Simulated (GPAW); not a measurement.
Input of a GPAW 26.7.0 run:

The input run.py:

```python
from ase.dft.bandgap import bandgap
from ase.io import write
from ase.spacegroup import crystal
from ase.units import GPa
from gpaw import GPAW, PW

# Bi 2a
atoms = crystal(['Bi'],
                basis=[[0.0, 0.0, 0.0]],
                spacegroup=229, setting=1,  # Im-3m
                cellpar=[3.96286106, 3.96286106, 3.96286106, 90.0, 90.0, 90.0],
                primitive_cell=True)

calc = GPAW(mode=PW(450),
            xc='MGGA_X_R2SCAN+MGGA_C_R2SCAN',
            kpts={'size': (8, 8, 8), 'gamma': True},
            occupations={'name': 'fermi-dirac', 'width': 0.05},
            nbands=15,
            maxiter=120,
            txt='gpaw.txt')
atoms.calc = calc
energy = atoms.get_potential_energy()
forces = atoms.get_forces()
stress = atoms.get_stress()
calc.write('gs.gpw')
write('result.traj', atoms)
print(f'Energy: {energy:.6f} eV')
print('Forces (eV/A):')
print(forces.round(4))
print('Stress (GPa):', (stress / GPa).round(3))
print('Fermi level:', round(calc.get_fermi_level(), 4), 'eV')
print(f'Gap: {bandgap(calc)[0]:.4f} eV, direct: {bandgap(calc, direct=True)[0]:.4f} eV')
```

Potentials or basis: GPAW PAW data sets (gpaw-data 1.2.1), pw.

Command:

```sh
$ OMP_NUM_THREADS=1 python run.py
```

**Question.** What does it give for the pressure?

**Answer.** -0.6 GPa.

**Question.** What does it give for the band gap on the k mesh?

**Answer.** None (metal or under the smearing width).

Caveat: the cutoff is short for stress and forces, so pressures can be off by a GPa or more; the PAW data sets were made with another functional, which shifts forces and pressure a little; spin-orbit coupling is left out, which moves the levels of the heavy elements.
